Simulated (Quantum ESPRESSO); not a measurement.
Runs of Quantum ESPRESSO 7.5 on Mo. The cell holds a slab with vacuum, 6 atoms: a = 2.850 Å, b = 2.850 Å, c = 25.075 Å, α = 90.00°, β = 90.00°, γ = 90.00°. The slab is cut from a database's or a generator's crystal, which needn't be the stable form of the element.

```csv
smearing,gap on the mesh (eV),largest force (eV/Å),work function (eV)
gaussian 0.1 eV,none,(b),4.35
gaussian 0.025 eV,none,0.55,4.33
gaussian 0.05 eV,none,(a),4.33
gaussian 0.2 eV,none,0.48,4.36
gaussian 0.01 eV,none,0.53,4.33
```

Alike in all rows: task work function; level PBE; potentials or basis PseudoDojo 0.4.1 SR PBE standard; no spin polarisation; cell as given; k mesh 7 × 7 × 1; cutoff (eV) 1088.

Question: Fill in the values left out.

Answer: (a) 0.54; (b) 0.52.

A k mesh can miss the band edges, and the runs leave out spin-orbit coupling on Mo.

A gap of «none» marks a metal or a gap under the smearing width.
